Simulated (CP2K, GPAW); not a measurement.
A GPAW input for a self-consistent single point of BaSnO₃ (Pm-3m, 5 atoms in the cell) (DFT PBEsol, plane waves, GPAW PAW datasets PBEsol (made by gpaw-setup)):

```python
from ase import Atoms
from ase.units import GPa
from gpaw import GPAW, PW, FermiDirac

atoms = Atoms(['Ba', 'Sn', 'O', 'O', 'O'],
              cell=[[4.142227, 0.000000, 0.000000],
                    [0.000000, 4.142227, 0.000000],
                    [0.000000, 0.000000, 4.142227]],
              positions=[[2.071114, 2.071114, 2.071114],
                         [0.000000, 0.000000, 0.000000],
                         [0.000000, 2.071114, 0.000000],
                         [2.071114, 0.000000, 0.000000],
                         [0.000000, 0.000000, 2.071114]],
              pbc=True)

calc = GPAW(mode=PW(950),
            xc='PBEsol',
            kpts={'size': (4, 4, 4), 'gamma': True},
            occupations=FermiDirac(0.05),
            nbands=-4,
            convergence={'density': 1e-05, 'energy': 1e-05, 'bands': -2},
            symmetry={'symmorphic': False, 'tolerance': 0.0005},
            maxiter=100,
            txt='-')

atoms.calc = calc

energy = atoms.get_potential_energy()
print('Energy (eV):', round(energy, 6))
forces = atoms.get_forces()
print('Forces (eV/Ang):')
print(forces.round(5))
stress = atoms.get_stress()
print('Stress (GPa, Voigt):', (stress / GPa).round(4))
```

**Question.** Translate this input to CP2K.

**Answer.** This is the input that was run; spellings and numerical settings could be chosen otherwise.

```
&GLOBAL
  PROJECT scf
  RUN_TYPE ENERGY_FORCE
  PRINT_LEVEL MEDIUM
&END GLOBAL
&FORCE_EVAL
  METHOD Quickstep
  STRESS_TENSOR ANALYTICAL
  &DFT
    BASIS_SET_FILE_NAME BASIS_MOLOPT
    POTENTIAL_FILE_NAME GTH_POTENTIALS
    &QS
      METHOD GPW
      EPS_DEFAULT 1E-10
    &END QS
    &MGRID
      CUTOFF 500
      REL_CUTOFF 50
      NGRIDS 5
    &END MGRID
    &SCF
      SCF_GUESS ATOMIC
      EPS_SCF 1E-7
      MAX_SCF 100
      ADDED_MOS 6
      &DIAGONALIZATION
        ALGORITHM STANDARD
      &END DIAGONALIZATION
      &MIXING
        METHOD BROYDEN_MIXING
        ALPHA 0.3
        NBUFFER 10
        BETA 1
      &END MIXING
      &SMEAR ON
        METHOD FERMI_DIRAC
        ELECTRONIC_TEMPERATURE [K] 580.23
      &END SMEAR
    &END SCF
    &KPOINTS
      SCHEME MONKHORST-PACK 4 4 4
      GAMMA_CENTERED T
    &END KPOINTS
    &XC
      &XC_FUNCTIONAL
        &PBE
          PARAMETRIZATION PBESOL
        &END PBE
      &END XC_FUNCTIONAL
    &END XC
    &PRINT
      &MO
        EIGENVALUES T
        OCCUPATION_NUMBERS T
        NDIGITS 8
        FILENAME mo
        &EACH
          QS_SCF 0
        &END EACH
        ADD_LAST NUMERIC
      &END MO
      &MULLIKEN ON
      &END MULLIKEN
    &END PRINT
  &END DFT
  &SUBSYS
    &CELL
      A 4.14222700 0.00000000 0.00000000
      B 0.00000000 4.14222700 0.00000000
      C 0.00000000 0.00000000 4.14222700
      PERIODIC XYZ
    &END CELL
    &COORD
      SCALED
      Ba       0.50000000     0.50000000     0.50000000
      Sn       0.00000000     0.00000000     0.00000000
      O        0.00000000     0.50000000     0.00000000
      O        0.50000000     0.00000000     0.00000000
      O        0.00000000     0.00000000     0.50000000
    &END COORD
    &KIND Ba
      BASIS_SET DZVP-MOLOPT-SR-GTH-q10
      POTENTIAL GTH-PBE-q10
    &END KIND
    &KIND Sn
      BASIS_SET DZVP-MOLOPT-SR-GTH-q4
      POTENTIAL GTH-PBE-q4
    &END KIND
    &KIND O
      BASIS_SET DZVP-MOLOPT-SR-GTH-q6
      POTENTIAL GTH-PBE-q6
    &END KIND
  &END SUBSYS
  &PRINT
    &FORCES ON
    &END FORCES
    &STRESS_TENSOR ON
    &END STRESS_TENSOR
  &END PRINT
&END FORCE_EVAL
```

Basis settings and potentials, where a program has them, do not carry over. This input uses DFT PBEsol, GPW, DZVP-MOLOPT-SR-GTH basis, GTH-PBE potentials (GTH_POTENTIALS).

The starting cell comes from a database of computed structures (which also holds hypothetical and non-ambient phases and stackings), without a prior relaxation at this level. Its lattice was rescaled by a random factor within 2.5 % of one.
